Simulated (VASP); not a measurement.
# Be (P6_3/mmc) in VASP: relaxation of cell and atoms with PBE

Aim: the relaxation of cell and atoms of Be with PBE.

Program: VASP 6.6.1. These are calculated values, not measurements. Logs are shortened: lines on timing, memory, paths and dates and some standing lists are left out, and cuts for length are marked.

**1. The structure**

The structure is hexagonal, space group P6_3/mmc (No. 194). The conventional cell has a = 2.285 Å, b = 2.285 Å, c = 3.584 Å, α = 90.00°, β = 90.00°, γ = 120.00°. Be (site symmetry -6m2) has 12 Be at 2.23 to 2.29 Å as nearest neighbours.

**2. Relaxation of cell and atoms, PBE**

The input, INCAR:

```
ALGO = Fast
EDIFF = 1E-7
EDIFFG = -0.004
ENCUT = 600
GGA = PE
IBRION = 2
ISIF = 3
ISMEAR = 0
LASPH = True
LCHARG = False
LREAL = False
LWAVE = False
NELM = 100
NSW = 80
PREC = Accurate
SIGMA = 0.1
```

The input, KPOINTS:

```
k-points
0
Gamma
  21 21 12
```

The input, POSCAR:

```
Be
1.0
    2.2853000000      0.0000000000      0.0000000000
   -1.1426500000      1.9791278600      0.0000000000
    0.0000000000      0.0000000000      3.5842000000
Be
2
Direct
    0.3333333300      0.6666666700      0.2500000000
    0.6666666700      0.3333333300      0.7500000000
```

Potentials or basis: VASP PAW PBE potentials, release 64 (Be).

Run with:

```bash
$ cat potpaw_PBE.64/Be/POTCAR > POTCAR
$ mpirun -np 1 vasp_std > vasp.out
```

OUTCAR:

```text
EDIFF = 1E-7
   EDIFFG = -0.004
   ENCUT = 600
   GGA = PE
   IBRION = 2
   ISIF = 3
   ISMEAR = 0
   LASPH = True
   LREAL = False
   NELM = 100
   NSW = 80
   PREC = Accurate

 ion  position               nearest neighbor table
   1  0.333  0.667  0.250-   2 2.23   2 2.23   2 2.23   2 2.23   2 2.23   2 2.23
   2  0.667  0.333  0.750-   1 2.23   1 2.23   1 2.23   1 2.23   1 2.23   1 2.23

  LATTYP: Found a hexagonal cell.
 ALAT       =     2.2853000000
 C/A-ratio  =     1.5683717674

  Lattice vectors:

 A1 = (   2.2853000000,   0.0000000000,   0.0000000000)
 A2 = (  -1.1426500000,   1.9791278600,   0.0000000000)
 A3 = (   0.0000000000,   0.0000000000,   3.5842000000)

Analysis of symmetry for initial positions (statically):
=====================================================================
 Subroutine PRICEL returns:
 Original cell was already a primitive cell.

 Routine SETGRP: Setting up the symmetry group for a
 hexagonal supercell.

 Subroutine GETGRP returns: Found 24 space group operations
 (whereof 12 operations were pure point group operations)
 out of a pool of 24 trial point group operations.

The static configuration has the point symmetry D_3d.
 The point group associated with its full space group is D_6h.

Analysis of symmetry for dynamics (positions and initial velocities):
=====================================================================
 Subroutine PRICEL returns:
 Original cell was already a primitive cell.

 Routine SETGRP: Setting up the symmetry group for a
 hexagonal supercell.

 Subroutine GETGRP returns: Found 24 space group operations
 (whereof 12 operations were pure point group operations)
 out of a pool of 24 trial point group operations.

The dynamic configuration has the point symmetry D_3d.
 The point group associated with its full space group is D_6h.

 Subroutine INISYM returns: Found 24 space group operations
 (whereof 12 operations are pure point group operations),
 and found     1 'primitive' translations

----------------------------------------------------------------------------------------

                                     Primitive cell

  volume of cell :      16.2110

  direct lattice vectors                    reciprocal lattice vectors
     2.285300000  0.000000000  0.000000000     0.437579311  0.252636533  0.000000000
    -1.142650000  1.979127860  0.000000000     0.000000000  0.505273065  0.000000000
     0.000000000  0.000000000  3.584200000     0.000000000  0.000000000  0.279002288

  length of vectors
     2.285300000  2.285300004  3.584200000     0.505273066  0.505273065  0.279002288

  position of ions in fractional coordinates (direct lattice)
     0.333333330  0.666666670  0.250000000
     0.666666670  0.333333330  0.750000000

  ion indices of the primitive-cell ions
   primitive index   ion index
                 1           1
                 2           2

----------------------------------------------------------------------------------------

 KPOINTS: k-points

Automatic generation of k-mesh.
 Grid dimensions read from file:
 generate k-points for:   21   21   12

 Generating k-lattice:

  Cartesian coordinates                     Fractional coordinates (reciprocal lattice)
     0.020837110  0.012030311  0.000000000     0.047619048  0.000000000  0.000000000
     0.000000000  0.024060622  0.000000000     0.000000000  0.047619048  0.000000000
     0.000000000  0.000000000  0.023250191     0.000000000  0.000000000  0.083333333

  Length of vectors
     0.024060622  0.024060622  0.023250191

  Shift w.r.t. Gamma in fractional coordinates (k-lattice)
     0.000000000  0.000000000  0.000000000

 Subroutine IBZKPT returns following result:
 ===========================================

 Found    336 irreducible k-points:

 Following reciprocal coordinates:
            Coordinates               Weight
  0.000000  0.000000  0.000000      1.000000
  0.047619 -0.000000  0.000000      6.000000
  0.095238 -0.000000  0.000000      6.000000
  0.142857  0.000000  0.000000      6.000000
  0.190476 -0.000000  0.000000      6.000000
  0.238095  0.000000  0.000000      6.000000
[... 16 lines left out ...]
  0.142857  0.095238  0.000000     12.000000
  0.190476  0.095238  0.000000     12.000000
 [... further k-points ...]
   k-points           NKPTS =    336   k-points in BZ     NKDIM =    336   number of bands    NBANDS=      6
   number of dos      NEDOS =    301   number of ions     NIONS =      2
   total plane-waves  NPLWV =   9720
   dimension x,y,z NGX =    18 NGY =   18 NGZ =   30
   dimension x,y,z NGXF=    36 NGYF=   36 NGZF=   60
   ions per type =               2
   NGX,Y,Z   is equivalent  to a cutoff of  13.09, 13.09, 13.91 a.u.
   NGXF,Y,Z  is equivalent  to a cutoff of  26.19, 26.19, 27.83 a.u.
 SYSTEM =  unknown system
   PREC   = accura    normal or accurate (medium, high low for compatibility)
   ISTART =      0    job   : 0-new  1-cont  2-samecut
   ICHARG =      2    charge: 1-file 2-atom 10-const
   ISPIN  =      1    spin polarized calculation?
   LNONCOLLINEAR =      F non collinear calculations
   LSORBIT =      F    spin-orbit coupling
   LASPH  =      T    aspherical Exc in radial PAW
   ENCUT  =  600.0 eV  44.10 Ry    6.64 a.u.   4.56  4.56  7.16*2*pi/ulx,y,z
   NELM   =    100;   NELMIN=  2; NELMDL= -5     # of ELM steps
   EDIFF  = 0.1E-06   stopping-criterion for ELM
   LREAL  =      F    real-space projection
   EDIFFG = -.4E-02   stopping-criterion for IOM
   NSW    =     80    number of steps for IOM
   IBRION =      2    ionic relax: 0-MD 1-quasi-New 2-CG
   NFREE  =      1    steps in history (QN), initial steepest desc. (CG)
   ISIF   =      3    stress and relaxation
   ISYM   =      2    0-nonsym 1-usesym 2-fastsym
   POTIM  = 0.5000    time-step for ionic-motion
   TEBEG  =    0.0;   TEEND  =   0.0 temperature during run
   PSTRESS=    0.0 pullay stress
   NELECT =       4.0000    total number of electrons
   NUPDOWN=      -1.0000    fix difference up-down
   EMIN   =  10.00;   EMAX   =-10.00  energy-range for DOS
   EFERMI =   0.00;   METHOD = LEGACY
   ISMEAR =     0;   SIGMA  =   0.10  broadening in eV -4-tet -1-fermi 0-gaus
   EFERMI_NEDOS =   21; number of points for ismear=-14 and -15
   IALGO  =     68    algorithm
   IMIX   =      4    mixing-type and parameters
     AMIX     =   0.40;   BMIX     =  1.00
     AMIX_MAG =   1.60;   BMIX_MAG =  1.00
  volume/ion in A,a.u.               =       8.11        54.70
  Fermi-wavevector in a.u.,A,eV,Ry     =   1.026814  1.940397 14.345258  1.054347
  Thomas-Fermi vector in A             =   2.160726
   LORBIT       =      0    0 simple, 1 ext, 2 COOP (PROOUT), +10 PAW based schemes
   GGA     = PE    functional components
   LHFCALC =     F    Hartree Fock is set to
   AEXX    =    0.0000 exact exchange contribution
   IVDW    =     0    specifies the selected vdW correction
   LEPSILON=     F    determine dielectric tensor
   LRPA    =     F    only Hartree local field effects (RPA)
 conjugate gradient relaxation of ions
 non-spin polarized calculation
 RMM-DIIS sequential band-by-band and
 Gauss-broadening in eV      SIGMA  =   0.10
  energy-cutoff  :      600.00
  volume of cell :       16.21
 maximum number of plane-waves:       556
   NGX =  9   NGY =  9   NGZ = 15

--------------------------------------- Ionic step        1  -------------------------------------------

 number of electron       4.0000000 magnetization

 Free energy of the ion-electron system (eV)
  ---------------------------------------------------
  ext. energy  EPLUGINS =         0.00000000
  ---------------------------------------------------
  free energy    TOTEN  =        -7.52706417 eV

  energy without entropy =       -7.52543631  energy(sigma->0) =       -7.52625024

------------------------ aborting loop because EDIFF is reached ----------------------------------------

  FORCE on cell =-STRESS in cart. coord.  units (eV):
  Direction    XX          YY          ZZ          XY          YZ          ZX
  --------------------------------------------------------------------------------------
  -------------------------------------------------------------------------------------
  Total       -0.3192998     -0.3192998     -0.1906184      0.0000000     -0.0000000      0.0000000
  in kB      -31.5573051    -31.5573053    -18.8393604      0.0000000     -0.0000000      0.0000000
  external PRESSURE =     -27.3179903 kB  Pullay stress =       0.0000000 kB
[... 129 lines left out ...]
  energy  without entropy=       -7.5290054574  energy(sigma->0) =       -7.52978194

--------------------------------------- Ionic step        5  -------------------------------------------

 number of electron       4.0000000 magnetization

 Free energy of the ion-electron system (eV)
  ---------------------------------------------------
  ext. energy  EPLUGINS =         0.00000000
  ---------------------------------------------------
  free energy    TOTEN  =        -7.53058144 eV

  energy without entropy =       -7.52904160  energy(sigma->0) =       -7.52981152

 E-fermi :   7.0593     XC(G=0): -10.6025

 val. band max:        7.0209131640   @ k =   0.2857   0.2381   0.0833
 cond. band min:       7.0616252483   @ k =   0.3333   0.2857   0.3333
 fundamental gap:      0.0407120843
 Fermi energy:         7.0592930999

 k-point     1 :       0.0000    0.0000    0.0000
  band No.  band energies     occupation
      1      -4.3289      2.00000
      2       2.5700      2.00000
      3       8.1080      0.00000
      4      23.0232      0.00000
      5      23.0232      0.00000
      6      25.8625      0.00000

 k-point     2 :       0.0476   -0.0000    0.0000
  band No.  band energies     occupation
      1      -4.2636      2.00000
      2       2.6555      2.00000
      3       8.1278      0.00000
      4      22.4699      0.00000
      5      22.5971      0.00000
      6      25.8696      0.00000
[... 190 lines left out ...]
 k-point    24 :       0.1905    0.0952    0.0000
  band No.  band energies     occupation
      1      -2.4981      2.00000
      2       4.9497      2.00000
      3       8.4241      0.00000
      4      15.2330      0.00000
      5      17.5146      0.00000
      6      23.2919      0.00000

 [... further k-points ...]

------------------------ aborting loop because EDIFF is reached ----------------------------------------

  FORCE on cell =-STRESS in cart. coord.  units (eV):
  Direction    XX          YY          ZZ          XY          YZ          ZX
  --------------------------------------------------------------------------------------
  -------------------------------------------------------------------------------------
  Total        0.0038007      0.0038007      0.0073375      0.0000000     -0.0000000      0.0000000
  in kB        0.3847492      0.3847492      0.7427746      0.0000000     -0.0000000      0.0000000
  external PRESSURE =       0.5040910 kB  Pullay stress =       0.0000000 kB
[... 17 lines left out ...]
  FREE ENERGIE OF THE ION-ELECTRON SYSTEM (eV)
  ---------------------------------------------------
  free  energy   TOTEN  =        -7.5305814364 eV

  energy  without entropy=       -7.5290416021  energy(sigma->0) =       -7.52981152

 reached required accuracy - stopping structural energy minimisation
```

Run time: 2.7 min. Hardware: 1 thread of AMD EPYC, shared host; peak memory 0.12 GiB.

What came out:

```
Free energy                            : -7.5306 eV
Relaxed volume                         : 7.91 Å³/atom
Relaxed cell                           : a = 2.263 Å, b = 2.263 Å, c = 3.568 Å, α = 90.00°, β = 90.00°, γ = 120.00°
Space group after relaxing (to 0.05 Å) : P6_3/mmc (No. 194)
Energy gained by relaxing              : 1.8 meV/atom
Ionic steps                            : 5
Pressure after relaxing                : 0.1 GPa
Band gap on the k mesh                 : none (metal or under the smearing width)
```

The path:
```tsv
step	energy change (eV)	largest force (eV/Å)	pressure (GPa)	volume (Å³)
1	0.0000	0.0000	-2.73	16.21
2	-0.0034	0.0000	-0.40	15.89
3	-0.0035	0.0000	0.04	15.83
4	-0.0035	0.0000	0.09	15.82
5	-0.0035	0.0000	0.05	15.83
```

Final structure:
```
CELL_PARAMETERS angstrom
2.26332 0.00000 0.00000
-1.13166 1.96009 0.00000
0.00000 0.00000 3.56764
ATOMIC_POSITIONS crystal
Be 0.33333 0.66667 0.25000
Be 0.66667 0.33333 0.75000
```
